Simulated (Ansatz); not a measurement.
Bi₂Se₃, DFT, PBE, all-electron PAW with datasets made for the crystal, scalar-relativistic (Ansatz 0.2.0), run on 2 threads of Intel(R) Xeon(R) 6975P-C (Granite Rapids) on a shared host.

The cell is COD entry 9011965, as deposited and not checked against the literature; nothing was relaxed. The listed cell was then made from it by scaling, straining or moving an atom.

Command: `ansatz run input.yaml --threads 2 --pin off --max-ram 6144MiB --backend cpu --events-out ev --progress --plain --runs-dir out`

```yaml
crystal:
  lattice:
    - [2.0783814048, 1.1999540635, 9.5770422928]
    - [-2.0783814048, 1.1999540635, 9.5770422928]
    - [0.0, -2.3999081271, 9.5770422928]
  atoms:
    - { symbol: Bi, position: [0.4008, 0.4008, 0.4008] }
    - { symbol: Bi, position: [0.5992, 0.5992, 0.5992] }
    - { symbol: Se, position: [0.0, 0.0, 0.0] }
    - { symbol: Se, position: [0.2117, 0.2117, 0.2117] }
    - { symbol: Se, position: [0.7883, 0.7883, 0.7883] }
kpoints:
  mp_grid: { grid: [6, 6, 6] }
scf:
  occupations: { method: fermi_dirac, width: 0.03 }
hamiltonian:
  xc: pbe
  pseudopotentials: { kind: all_electron, datasets: crystal }
output:
  forces: true
  stress: true
  eigenvalues: true
  efg: { contact_densities: true }
```

Task: How large is the problem that the program sets up?

Result: 32 irreducible k-points, 1219 plane waves at Γ, 29 bands.

Task: Estimate the wall time and the peak memory.

Result: 7.4 s of wall time for 9 SCF iterations, with a peak of 0.78 GiB. Times on shared machines scatter by tens of per cent.

Task: And the same cell and mesh by PAW with the default files, asked for forces, stress, eigenvalues, efg, on the same hardware?

Result: 4.5 s, peak memory 0.61 GiB.
